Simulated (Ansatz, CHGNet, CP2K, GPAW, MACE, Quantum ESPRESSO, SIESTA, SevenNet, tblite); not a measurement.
# Running AlP(100) slab, H on both faces (90 atoms) with tblite

How near does tblite come to plane waves for AlP(100) slab, H on both faces (90 atoms)?

Method: the method is named at each step, in tblite 0.8.0.

### Step 1. Set-up

The cell holds 90 atoms: 27 Al, 27 P and 36 H. Its edges and angles: a = 11.589 Å, b = 11.589 Å, c = 18.561 Å, α = 90.0°, β = 90.0°, γ = 90.0°. It derives from AlP (zinc-blende). Zinc-blende AlP (a = 5.463 Å), (100) slab of 6 atomic planes, 3 x 3 surface cells, H on the broken bonds of both faces, 10 Å of vacuum; displaced by a Gaussian of 0.02 Å. Then every atom was moved at random, 0.02 Å r.m.s. a Cartesian component (hydrogen 0.6 of that). Regions: slab, 54 atoms (27 Al and 27 P); hydrogen, 36 atoms (36 H). Vacuum lies along c.

The yardstick, on the same geometry:

* method: Kohn-Sham DFT, PBE, PAW, plane waves (Ansatz 0.2.0); cutoff 420 eV, Γ point, fermi-dirac smearing of 0.05 eV; PAW set soft_2
* r.m.s. force component: 0.5113 eV/Å
* longest force: 2.23 eV/Å
* SCF cycles: 18
* time: 13 s on 8 threads of Arm Neoverse V2, shared host
* CPU time: 93 s

### Step 2. GFN1-xTB

Method: GFN1-xTB tight binding, diagonalisation.

File run.py:

```python
import numpy as np
from ase.io import read
from tblite.ase import TBLite

atoms = read("structure.xyz")
atoms.calc = TBLite(method="GFN1-xTB", electronic_temperature=580, accuracy=1.0, max_iterations=250, mixer_damping=0.1, verbosity=1)
energy = atoms.get_potential_energy()
forces = atoms.get_forces()
print(f"energy {energy:.6f} eV")
print("forces (eV/A)")
for i, (a, f) in enumerate(zip(atoms, forces)):
    print(f"{i:4d} {a.symbol:2s} {f[0]:10.5f} {f[1]:10.5f} {f[2]:10.5f}")
print("charges (e)")
print(np.array2string(atoms.get_charges(), precision=4, suppress_small=True, max_line_width=110, threshold=100000))
```

File structure.xyz:

```xyz
90
Lattice="11.58877 0.00000 0.00000 0.00000 11.58877 0.00000 0.00000 0.00000 18.56080" Properties=species:S:1:pos:R:3 pbc="T T T"
Al 3.08111 1.96464 7.17152
P 3.07717 3.82429 5.85742
Al 1.17939 3.88328 9.88957
P 1.21427 1.94506 8.53203
Al 3.08690 1.95700 12.62190
P 3.05410 3.85083 11.28385
Al 3.12120 5.81976 7.21700
P 3.08794 7.72600 5.81937
Al 1.14787 7.71592 9.91351
P 1.15772 5.85117 8.56340
Al 3.08342 5.84561 12.69614
P 3.14345 7.77120 11.30872
Al 3.06917 9.70641 7.17208
P 3.05758 11.58657 5.80285
Al 1.18101 11.53071 9.87546
P 1.18171 9.67685 8.57862
Al 3.09930 9.61926 12.63916
P 3.07473 11.54299 11.23949
Al 6.96972 1.92003 7.21662
P 6.97412 3.91457 5.81547
Al 5.00391 3.89267 9.92297
P 5.01481 1.95514 8.55374
Al 6.97737 1.94332 12.69503
P 6.92510 3.88212 11.28237
Al 6.94909 5.80041 7.15575
P 6.96879 7.69228 5.84944
Al 5.03011 7.75520 9.91833
P 5.02686 5.78419 8.59309
Al 6.97818 5.80783 12.65568
P 6.88628 7.75254 11.28237
Al 6.96288 9.61045 7.17264
P 6.94457 0.00139 5.76721
Al 5.02292 0.04589 9.86562
P 4.96903 9.61648 8.55115
Al 6.98305 9.69401 12.63248
P 6.95825 0.00012 11.26344
Al 10.77999 1.93706 7.21069
P 10.81626 3.85048 5.80693
Al 8.90307 3.84828 9.96270
P 8.91084 1.94008 8.54632
Al 10.85288 1.98678 12.64751
P 10.78694 3.84782 11.28589
Al 10.81035 5.78488 7.17579
P 10.81765 7.64697 5.77074
Al 8.88928 7.71592 9.92316
P 8.85741 5.77828 8.56395
Al 10.82739 5.76321 12.65048
P 10.79413 7.74280 11.29202
Al 10.83388 9.64533 7.22052
P 10.83318 0.03059 5.81027
Al 8.85394 11.54995 9.91704
P 8.90887 9.63201 8.57101
Al 10.79934 9.65773 12.68297
P 10.85126 11.56246 11.29350
H 4.22005 3.85790 4.96817
H 1.90264 3.86636 4.98246
[... 30 atom lines left out ...]
H 0.37779 0.00093 5.02534
H 9.65750 11.58309 4.99601
H 0.51095 9.68450 13.56813
H 9.50175 9.64800 13.51913
```

The run is started by

```
> OMP_NUM_THREADS=1 python run.py > output.txt
```

Output:

```text
------------------------------------------------------------
  cycle        total energy    energy error   density error
------------------------------------------------------------
      1     -124.3630688891  -1.2466487E+02   3.8109365E-01
      2     -125.9001318398  -1.5370630E+00   3.0745411E-01
      3     -125.8924581380   7.6737018E-03   1.9094492E-01
      4     -125.8880481580   4.4099800E-03   9.3060029E-02
      5     -125.9674788064  -7.9430648E-02   5.0660309E-02
      6     -125.9157727753   5.1706031E-02   2.7668369E-02
      7     -125.9990425162  -8.3269741E-02   1.9344476E-02
      8     -126.0314619511  -3.2419435E-02   9.7580201E-03
      9     -126.0256171054   5.8448456E-03   7.0187803E-03
     10     -126.0335189840  -7.9018785E-03   2.3901538E-03
     11     -126.0337151360  -1.9615200E-04   1.0669296E-03
     12     -126.0337536858  -3.8549795E-05   7.7996318E-04
     13     -126.0336368950   1.1679072E-04   9.1789684E-04
     14     -126.0337541338  -1.1723875E-04   5.2158384E-04
     15     -126.0338156488  -6.1514965E-05   1.1566512E-04
     16     -126.0338181534  -2.5046165E-06   6.2479101E-05
     17     -126.0338188658  -7.1238010E-07   2.1468524E-05
     18     -126.0338188856  -1.9859698E-08   1.5962665E-05
------------------------------------------------------------
 total:                                   3.407 sec
energy -3429.554898 eV
forces (eV/A)
   0 Al    0.31027   -0.74973    0.82691
   1 P    -0.18624    0.83182   -0.67328
   2 Al   -0.31168   -0.04723    0.65935
   3 P    -0.72716   -0.12738   -0.83974
   4 Al   -0.01922   -0.64383    0.30065
   5 P     0.21274    0.70394   -0.18823
   6 Al   -0.11142   -0.20537    0.50636
   7 P     0.07811    0.25897    0.38772
   8 Al    0.19572    0.43078    1.19640
   9 P    -0.04965   -0.46708   -1.31898
  10 Al    0.01502   -0.17745   -0.26767
  11 P    -0.69256   -0.83855   -0.75513
  12 Al    0.06779   -0.42377    0.67602
  13 P     1.03481    0.37631    0.40392
  14 Al   -0.21255    0.90410    1.09635
  15 P    -0.05921   -0.73065   -1.51902
  16 Al   -0.51895    0.63095    0.23195
  17 P     0.33177    0.41188    0.09421
  18 Al   -0.09353    0.14306    0.15730
  19 P    -0.43910   -0.67352    0.29668
  20 Al   -0.07842   -0.34664    0.87206
  21 P    -0.02455    0.21229   -1.23194
  22 Al   -0.35410   -0.01830   -0.40806
  23 P     0.18104   -0.17991   -0.15631
[...]
82 H    -1.07398    0.00742   -0.71473
  83 H     0.94948   -0.00567   -0.81650
  84 H    -2.48535   -0.13600    0.04905
  85 H     2.06665    0.02426    0.24732
  86 H    -0.78821    0.02483   -0.89777
  87 H     1.48322    0.01665   -0.39556
  88 H    -2.15873    0.01010    0.21042
  89 H     1.95151   -0.04929    0.35599
charges (e)
[ 0.0742 -0.0508  0.1898 -0.1604  0.2069 -0.1691  0.0644 -0.0667  0.1908 -0.1511  0.2012 -0.1726  0.0718
 -0.0658  0.1961 -0.1488  0.2116 -0.1777  0.0617 -0.0677  0.193  -0.1514  0.2081 -0.1741  0.0746 -0.055
  0.1987 -0.1513  0.2075 -0.173   0.0561 -0.0862  0.1919 -0.1579  0.2055 -0.1682  0.0729 -0.0706  0.1928
 -0.1486  0.2184 -0.1641  0.0702 -0.0845  0.1892 -0.1577  0.2038 -0.1717  0.0611 -0.0788  0.1878 -0.1492
  0.2027 -0.1807  0.04    0.0382 -0.0854 -0.0993  0.0432  0.0468 -0.0768 -0.0732  0.0557  0.0403 -0.091
 -0.0741  0.0507  0.0415 -0.0829 -0.0784  0.048   0.0461 -0.0909 -0.0792  0.0572  0.0515 -0.0696 -0.0984
  0.0493  0.0473 -0.0837 -0.1076  0.0519  0.0541 -0.0758 -0.091   0.0536  0.0458 -0.0787 -0.0741]
```

The job ended after 3.9 s (1 thread of Arm Neoverse V2, shared host; peak memory 0.15 GiB).

Banners, paths, timers and routine set-up lines are dropped from the logs unmarked, and long logs keep their key lines alone; longer cuts are marked.

Numbers from this run, and their distance from the reference:

- r.m.s. force component: 0.8005 eV/Å
- r.m.s. difference of force components: 652.1 meV/Å
- longest difference of force vectors: 2458 meV/Å
- force difference over r.m.s. force: 127.5 %
- slope of forces against the reference's: 0.9123
- correlation of force components: 0.5828

Length of the force difference by element (eV/Å):

```
element  atoms  mean  most
     Al     27  0.28  0.61
      H     36   1.6   2.5
      P     27  0.32  0.62
```

A closer look about H57, which bears the longest force: 9 atoms, nearest first, numbered in the order of the input, with positions taken from that point.

```
atom      x      y      z  distance (Å)  bonds  Mulliken charge (e)     Fx     Fy  Fz (eV/Å)
 H57   0.00   0.00   0.00          0.00      1                -0.09  -2.50   0.06       0.04
 H69   1.26  -0.02  -0.02          1.26      1                -0.08   2.31  -0.08       0.21
 Al5  -1.30   0.01  -0.92          1.60      4                 0.21  -0.02  -0.64       0.30
 H58  -2.59  -0.02   0.02          2.59      1                -0.10   2.36  -0.08       0.15
Al23   2.59   0.00  -0.85          2.72      4                 0.21  -0.35  -0.02      -0.41
  P6  -1.34   1.90  -2.26          3.24      4                -0.17   0.21   0.70      -0.19
 P18  -1.32  -1.99  -2.31          3.32      4                -0.18   0.33   0.41       0.09
 H66  -0.05  -3.86  -0.03          3.86      1                -0.07  -1.67   0.05       0.34
 H70   3.86   0.00  -0.02          3.86      1                -0.08  -1.86  -0.03       0.30
```

Atoms are counted from 1 here, from 0 in the log.

Forces lie 128 % from the reference's, at 0.042 times its CPU time (on 1 against 8 cores).

The difference per atom is largest on H (1.6 eV/Å on average, against 0.32 on P).

### Step 3. What came out

```yaml
force_difference_from_the_reference: tblite GFN1-xTB, 128 %
its_cpu_time: 3.9 s
```

What this shows: Tight binding differs by 128 % (tblite GFN1-xTB); it is another model, with fitted parameters of its own, and the xTB methods hold dispersion. One electronic-structure run takes under half the reference's CPU time: tblite GFN1-xTB, at 128 % in 3.9 s against 93 s, too far off to be of use. Periodic xTB results under one method name differ between programs and library versions. Caps of real hydrogen don't mimic the fractional bonds of a polar compound, so surface states and strained caps may belong to the model. The electronic-structure runs sample only Γ, in a cell whose shortest periodic width is 12 Å, which is coarse for a cell with partly filled levels.

[Also dropped from logs without a mark: logging warnings of Python, and SIESTA's first energy breakdown and zero terms.]

[Logs are printed without paths, hosts, clocks, repeated set-up lines and the standing remarks that a program may print on its own settings, such as how far it seeks lower states.]

[Hosts, paths, dates, database ids (printed as entryN), source tags and the programs' standing remarks are cut or masked in the printed files.]
